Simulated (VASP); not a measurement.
# Nd (Fm-3m) in VASP: a series of runs

One crystal, Nd, is run at these levels: PBE+U; tasks: single point.

All numbers are computed with VASP 6.6.1; they aren't measurements. Logs are shortened: lines on timing, memory, paths and dates and some standing lists are left out, and cuts for length are marked.

### 1 Starting point

The structure is cubic, space group Fm-3m (No. 225). Conventional cell: a = 5.152 Å, b = 5.152 Å, c = 5.152 Å, α = 90.00°, β = 90.00°, γ = 90.00°. Nd (site symmetry m-3m) is surrounded by 12 Nd at 3.64 Å.

The cell was built by a generator and needn't be a form met in nature.

### 2 Single point, PBE+U, collinear spin, typed start

File INCAR:

```
SYSTEM = Nd
ALGO = Normal
EDIFF = 1E-6
ENCUT = 520
GGA = PE
ISIF = 2
ISMEAR = 0
ISPIN = 2
LASPH = .TRUE.
LCHARG = .FALSE.
LDAU = .TRUE.
LDAUJ = 0
LDAUL = 3
LDAUPRINT = 1
LDAUTYPE = 2
LDAUU = 6
LMAXMIX = 6
LORBIT = 11
LREAL = .FALSE.
LWAVE = .FALSE.
MAGMOM = 3
NBANDS = 17
NELM = 150
PREC = Accurate
SIGMA = 0.05
```

File KPOINTS:

```
k-points
0
G
  6 6 6
  0 0 0
```

File POSCAR:

```
Nd
1.0
    0.0000000000      2.5760755239      2.5760755239
    2.5760755239      0.0000000000      2.5760755239
    2.5760755239      2.5760755239      0.0000000000
Nd
1
Direct
    0.0000000000      0.0000000000      0.0000000000
```

Potentials or basis: VASP PAW PBE potentials, release 64 (Nd).

The run is started by

```console
$ cat potpaw_PBE.64/Nd/POTCAR > POTCAR
$ mpirun -np 1 vasp_std > vasp.out
```

OUTCAR:

```text
SYSTEM = Nd
   EDIFF = 1E-6
   ENCUT = 520
   GGA = PE
   ISIF = 2
   ISMEAR = 0
   ISPIN = 2
   LASPH = .TRUE.
   LORBIT = 11
   LREAL = .FALSE.
   NELM = 150
   PREC = Accurate

 ion  position               nearest neighbor table
   1  0.000  0.000  0.000-

  LATTYP: Found a face centered cubic cell.
 ALAT       =     5.1521510478

  Lattice vectors:

 A1 = (   0.0000000000,   2.5760755239,   2.5760755239)
 A2 = (   2.5760755239,   0.0000000000,   2.5760755239)
 A3 = (   2.5760755239,   2.5760755239,   0.0000000000)

Analysis of symmetry for initial positions (statically):
=====================================================================
 Subroutine PRICEL returns:
 Original cell was already a primitive cell.

 Routine SETGRP: Setting up the symmetry group for a
 face centered cubic supercell.

 Subroutine GETGRP returns: Found 48 space group operations
 (whereof 48 operations were pure point group operations)
 out of a pool of 48 trial point group operations.

The static configuration has the point symmetry O_h .

Analysis of symmetry for dynamics (positions and initial velocities):
=====================================================================
 Subroutine PRICEL returns:
 Original cell was already a primitive cell.

 Routine SETGRP: Setting up the symmetry group for a
 face centered cubic supercell.

 Subroutine GETGRP returns: Found 48 space group operations
 (whereof 48 operations were pure point group operations)
 out of a pool of 48 trial point group operations.

The dynamic configuration has the point symmetry O_h .

Analysis of structural, dynamic, and magnetic symmetry:
=====================================================================
 Subroutine PRICEL returns:
 Original cell was already a primitive cell.

 Routine SETGRP: Setting up the symmetry group for a
 face centered cubic supercell.

 Subroutine GETGRP returns: Found 48 space group operations
 (whereof 48 operations were pure point group operations)
 out of a pool of 48 trial point group operations.

The overall configuration has the point symmetry O_h .
[... 165 lines left out ...]
  o =  0.0013  v = -0.0024 -0.0000  0.0031  0.0000  0.7906  0.0017  0.6124  0.0000  0.0000  0.0000  0.0000  0.0000  0.0000  0.0000      0.0000  0.0000  0.0000  0.0000  0.0000  0.0000  0.0000  0.0000  0.0000  0.0000  0.0000  0.0000  0.0000  0.0000
  o =  0.1753  v =  0.0000  1.0000 -0.0000  0.0000 -0.0000  0.0000  0.0000  0.0000  0.0000  0.0000  0.0000  0.0000  0.0000  0.0000      0.0000  0.0000  0.0000  0.0000  0.0000  0.0000  0.0000  0.0000  0.0000  0.0000  0.0000  0.0000  0.0000  0.0000
  o =  0.9770  v =  0.7906 -0.0000  0.6124  0.0000 -0.0000  0.0000 -0.0000  0.0000  0.0000  0.0000  0.0000  0.0000  0.0000  0.0000      0.0000  0.0000  0.0000  0.0000  0.0000  0.0000  0.0000  0.0000  0.0000  0.0000  0.0000  0.0000  0.0000  0.0000
  o =  0.9770  v = -0.0000  0.0000  0.0000 -0.0741  0.6107  0.0000 -0.7884  0.0000  0.0000  0.0000  0.0000  0.0000  0.0000  0.0000      0.0000  0.0000  0.0000  0.0000  0.0000  0.0000  0.0000  0.0000  0.0000  0.0000  0.0000  0.0000  0.0000  0.0000
  o =  0.9770  v = -0.0000  0.0000  0.0000 -0.9973 -0.0454 -0.0000  0.0586  0.0000  0.0000  0.0000  0.0000  0.0000  0.0000  0.0000      0.0000  0.0000  0.0000  0.0000  0.0000  0.0000  0.0000  0.0000  0.0000  0.0000  0.0000  0.0000  0.0000  0.0000

 number of electron      14.0000004 magnetization       3.5718333

 Free energy of the ion-electron system (eV)
  ---------------------------------------------------
  ext. energy  EPLUGINS =         0.00000000
  ---------------------------------------------------
  free energy    TOTEN  =        -5.06805110 eV

  energy without entropy =       -5.06635128  energy(sigma->0) =       -5.06720119

 E-fermi :   4.9335     XC(G=0):  -9.9414

 val. band max:        4.8541856782   @ k =   0.3333   0.0000   0.0000
 cond. band min:       4.9580996071   @ k =  -0.3333   0.1667   0.0000
 fundamental gap:      0.1039139289
 Fermi energy:         4.9334872798

 spin component 1

 k-point     1 :       0.0000    0.0000    0.0000
  band No.  band energies     occupation
      1     -33.1413      1.00000
      2     -13.6649      1.00000
      3     -13.6649      1.00000
      4     -13.6648      1.00000
      5       0.6854      1.00000
      6       0.6855      1.00000
[... 296 lines left out ...]
      3     -14.2335      1.00000
      4     -14.0782      1.00000
      5       0.7632      1.00000
      6       0.7849      1.00000
[... 9 lines left out ...]
     16      11.1529      0.00000
     17      12.9318      0.00000
 Fermi energy:         4.9334872798

 spin component 2

 k-point     1 :       0.0000    0.0000    0.0000
  band No.  band energies     occupation
      1     -31.6282      1.00000
      2     -12.4812      1.00000
      3     -12.4812      1.00000
      4     -12.4812      1.00000
      5       1.2785      1.00000
      6       6.8413      0.00000
[... 297 lines left out ...]
      4     -12.9345      1.00000
      5       3.9382      1.00000
      6       4.7665      1.00000
[... 9 lines left out ...]
     16      11.8491      0.00000
     17      13.6590      0.00000

------------------------ aborting loop because EDIFF is reached ----------------------------------------

  FORCE on cell =-STRESS in cart. coord.  units (eV):
  Direction    XX          YY          ZZ          XY          YZ          ZX
  --------------------------------------------------------------------------------------
  -------------------------------------------------------------------------------------
  Total        0.3745142      0.3745142      0.3745142      0.0000000      0.0000000     -0.0000000
  in kB       17.5498392     17.5498392     17.5498392      0.0000000      0.0000000     -0.0000000
  external PRESSURE =      17.5498392 kB  Pullay stress =       0.0000000 kB

 VOLUME and BASIS-vectors are now :
 -----------------------------------------------------------------------------
  energy-cutoff  :      520.00
  volume of cell :       34.19
      direct lattice vectors                 reciprocal lattice vectors
     0.000000000  2.576075524  2.576075524    -0.194093688  0.194093688  0.194093688
     2.576075524  0.000000000  2.576075524     0.194093688 -0.194093688  0.194093688
     2.576075524  2.576075524  0.000000000     0.194093688  0.194093688 -0.194093688

 POSITION                                       TOTAL-FORCE (eV/Angst)
 -----------------------------------------------------------------------------------
      0.00000      0.00000      0.00000         0.000000      0.000000      0.000000
 -----------------------------------------------------------------------------------
    total drift:                                0.000000     -0.000000     -0.000000

  FREE ENERGIE OF THE ION-ELECTRON SYSTEM (eV)
  ---------------------------------------------------
  free  energy   TOTEN  =        -5.0680510986 eV

  energy  without entropy=       -5.0663512821  energy(sigma->0) =       -5.06720119

 total charge

# of ion       s       p       d       f       tot
--------------------------------------------------
    1        2.024   5.321   0.640   3.113  11.098

 magnetization (x)

# of ion       s       p       d       f       tot
--------------------------------------------------
    1       -0.006  -0.097   0.128   3.100   3.125
```

stdout:

```text
POSCAR found type information on POSCAR Nd
 POSCAR found :  1 types and       1 ions
 scaLAPACK will be used
 LDA part: xc-table for (Slater+PW92), standard interpolation
 POSCAR, INCAR and KPOINTS ok, starting setup
 FFT: planning ... GRIDC
 FFT: planning ... GRID_SOFT
 FFT: planning ... GRID
 WAVECAR not read
 entering main loop
```

It took 39 s on 1 thread of AMD EPYC 9R45 (Zen 5), shared host; peak memory 0.15 GiB.

What came out:

- Free energy: -5.0681 eV
- Pressure: 1.8 GPa
- Band gap on the k mesh: none (metal or under the smearing width)
- Net moment: 3.57 μB per cell
- Site moments: Nd +3.12 μB
- Valence electrons inside the program's atomic spheres: Nd 11.10

Levels at points of the mesh, in eV from the Fermi level:
Spin up:
```tsv
k point	band 5	band 6	band 7	band 8	band 9	band 10	band 11	band 12	band 13	band 14
(0.00, 0.00, 0.00)	-4.25	-4.25	-4.25	-4.19	-0.17	1.35	1.35	1.35	2.31	2.31
(0.50, 0.00, 0.00)	-4.31	-4.11	-4.11	-2.23	0.17	1.17	1.17	1.94	1.95	1.95
(0.50, 0.50, 0.00)	-4.18	-4.13	-4.13	-2.20	-1.63	0.33	1.95	1.95	1.97	3.41
```
Spin down:
```
           k point  band 1  band 2  band 3  band 4  band 5  band 6  band 7  band 8  band 9  band 10
(0.00, 0.00, 0.00)  -36.56  -17.41  -17.41  -17.41   -3.65    1.91    1.91    1.91    2.85     3.83
(0.50, 0.00, 0.00)  -36.41  -18.64  -17.57  -17.57   -1.63    1.77    1.77    2.14    3.31     3.37
(0.50, 0.50, 0.00)  -36.36  -18.55  -17.85  -17.85   -1.80   -1.02    3.36    3.36    3.42     3.61
```

Eigenvalues of the final occupation matrices:
```csv
site,spin,trace,eigenvalues
site 1 f,1,3.11,0.00 0.00 0.00 0.18 0.98 0.98 0.98
site 1 f,2,0.01,0.00 0.00 0.00 0.00 0.00 0.00 0.00
```

Caveat: the magnetic or orbital state may not be the lowest; spin-orbit coupling is left out, which moves the levels of the heavy elements.

### 3 Single point, PBE+U, collinear spin, twin_end start

This run uses another cell than the first one, of 35.98 Å³/atom, 1.052 times its volume.

File INCAR:

```
PREC = Accurate
ENCUT = 520
EDIFF = 1E-7
ISMEAR = 0
SIGMA = 0.05
LREAL = False
LASPH = True
NELM = 150
ALGO = Normal
ISIF = 2
LWAVE = False
LCHARG = False
ISPIN = 2
MAGMOM = 3.5
LORBIT = 11
LMAXMIX = 6
LDAU = True
LDAUTYPE = 2
LDAUL = 3
LDAUU = 6
LDAUJ = 0
LDAUPRINT = 1
GGA = PE
NBANDS = 17
```

File KPOINTS:

```
regular mesh
0
Gamma
  8 8 8
```

File POSCAR:

```
Nd
1.0
    0.0000000000      2.6201776486      2.6201776486
    2.6201776486      0.0000000000      2.6201776486
    2.6201776486      2.6201776486      0.0000000000
Nd
1
Direct
    0.0000000000      0.0000000000      0.0000000000
```

Potentials or basis: VASP PAW PBE potentials, release 64 (Nd).

The run is started by

```console
$ cat potpaw_PBE.64/Nd/POTCAR > POTCAR
$ mpirun -np 1 vasp_std > vasp.out
```

It took 48 s on 1 thread of AMD EPYC 9R45 (Zen 5), shared host; peak memory 0.16 GiB.

It converged, with:

```
Free energy                                           : -5.6162 eV
Pressure                                              : -1.0 GPa
Band gap on the k mesh                                : none (metal or under the smearing width)
Net moment                                            : 3.59 μB per cell
Site moments                                          : Nd +3.05 μB
Valence electrons inside the program's atomic spheres : Nd 10.97
```

Levels at points of the mesh, in eV from the Fermi level:
Spin up:
| k point | band 5 | band 6 | band 7 | band 8 | band 9 | band 10 | band 11 | band 12 | band 13 | band 14 |
| --- | --- | --- | --- | --- | --- | --- | --- | --- | --- | --- |
| (0.00, 0.00, 0.00) | -5.21 | -5.21 | -5.21 | -4.23 | 1.07 | 1.07 | 1.07 | 1.12 | 1.19 | 1.19 |
| (0.50, 0.00, 0.00) | -5.36 | -5.35 | -5.20 | -2.20 | 0.78 | 1.04 | 1.04 | 1.24 | 1.31 | 1.31 |
| (0.50, 0.50, 0.00) | -5.36 | -5.33 | -5.33 | -2.18 | -1.54 | 1.08 | 1.28 | 1.28 | 1.68 | 3.25 |
Spin down:
```tsv
k point	band 3	band 4	band 5	band 6	band 7	band 8
(0.00, 0.00, 0.00)	-17.87	-17.87	-3.60	1.93	1.93	1.93
(0.50, 0.00, 0.00)	-18.00	-18.00	-1.54	1.66	1.66	1.86
(0.50, 0.50, 0.00)	-18.23	-18.23	-1.69	-0.88	2.42	2.79
```

Eigenvalues of the final occupation matrices:
| site | spin | trace | eigenvalues |
| --- | --- | --- | --- |
| site 1 f | 1 | 2.98 | 0.01 0.01 0.01 0.02 0.98 0.98 0.98 |
| site 1 f | 2 | 0.01 | 0.00 0.00 0.00 0.00 0.00 0.00 0.00 |

Caveat: the magnetic or orbital state may not be the lowest; spin-orbit coupling is left out, which moves the levels of the heavy elements. The state reached can hang on the start; a lower one may exist.
